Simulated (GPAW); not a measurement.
Write an ASE script for GPAW 26.7.0 that does the following.

- Task: single point
- Functional: TB-mBJ
- Potentials or basis: GPAW PAW data sets for LDA (gpaw-data 1.2.1)
- Cutoff: 800 eV
- Basis: pw
- k mesh: 10 × 10 × 10
- Occupations: fermi-dirac, width 0.05 eV
- Spin: no spin polarisation
- Maxiter: 150

Crystal: HfO2.

```
CELL_PARAMETERS angstrom
0.00000 2.55750 2.55750
2.55750 0.00000 2.55750
2.55750 2.55750 0.00000
ATOMIC_POSITIONS crystal
Hf 0.00000 0.00000 0.00000
O 0.75000 0.75000 0.75000
O 0.25000 0.25000 0.25000
```

Measurements of this composition are mostly on another form, of space group No. 14.

One way to write it, as run:

run.py

```python
from ase import Atoms
from ase.dft.bandgap import bandgap
from ase.io import write
from gpaw import GPAW, PW

atoms = Atoms(['Hf', 'O', 'O'],
              cell=[[0.0, 2.5575, 2.5575],
                    [2.5575, 0.0, 2.5575],
                    [2.5575, 2.5575, 0.0]],
              scaled_positions=[[0.0, 0.0, 0.0],
                                [0.75, 0.75, 0.75],
                                [0.25, 0.25, 0.25]],
              pbc=True)

calc = GPAW(mode=PW(800),
            xc='TB09',
            kpts={'size': (10, 10, 10), 'gamma': True},
            occupations={'name': 'fermi-dirac', 'width': 0.05},
            nbands=24,
            convergence={'density': 1e-05, 'energy': 1e-05},
            eigensolver='cg',
            maxiter=150,
            txt='gpaw.txt')
atoms.calc = calc
energy = atoms.get_potential_energy()
calc.write('gs.gpw')
write('result.traj', atoms)
print('Fermi level:', round(calc.get_fermi_level(), 4), 'eV')
print(f'Gap: {bandgap(calc)[0]:.4f} eV, direct: {bandgap(calc, direct=True)[0]:.4f} eV')
```

Potentials or basis: GPAW PAW data sets for LDA (gpaw-data 1.2.1), pw.

Command:

```console
$ OMP_NUM_THREADS=1 python run.py
```

It gave:

| Item | Value |
| --- | --- |
| Band gap on the k mesh | 5.56 eV, indirect (least direct gap 5.56 eV) |

Caveat: a model potential gives levels but no total energy; spin-orbit coupling is left out, which moves the levels of the heavy elements.

Wall time 2.5 min on 1 thread of Arm Neoverse V2, on a shared host, peak memory 0.33 GiB.
